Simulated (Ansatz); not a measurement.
The cell below derives from a database structure.

Input and command of a plane-wave DFT calculation in Ansatz:

```yaml
crystal:
  lattice:
    - [1.5965900338, 0.9217916858, 6.763345833]
    - [-1.5965900338, 0.9217916858, 6.763345833]
    - [0.0, -1.8435833715, 6.763345833]
  atoms:
    - { symbol: Mo, position: [0.0, 0.0, 0.0] }
    - { symbol: S, position: [0.7447139149, 0.7447139149, 0.7447139149] }
    - { symbol: S, position: [0.2552860851, 0.2552860851, 0.2552860851] }
basis:
  ecutwfc: 420
kpoints:
  mp_grid: { grid: [18, 18, 18] }
hamiltonian:
  xc: pbe
scf:
  occupations: { method: fermi_dirac, width: 0.15 }
output:
  forces: true
  stress: true
  eigenvalues: true
  write_density: true
  write_potential: true
  elf: true
  volumetric_format: npy
relax:
  adjacent_minimum: "off"
  f_tol: 0.001
  max_steps: 60
  cell: { stress_tol: 0.01 }
```

```bash
ansatz run input.yaml --threads 1 --pin off --max-ram 2560MiB --backend cpu --events-out ev --progress --plain --runs-dir out
```

Processor: Intel(R) Xeon(R) Processor @ 2.70GHz, 1 thread, on a host shared with other jobs.

Task: How long does it run, and how much memory does it take?

Result: About 3.1 min, peak memory 0.8 GiB. It solves 17 bands at 580 k points (after reduction by symmetry) with about 1193 plane waves (on the last cell), in 32 SCF iterations over 6 ionic steps.
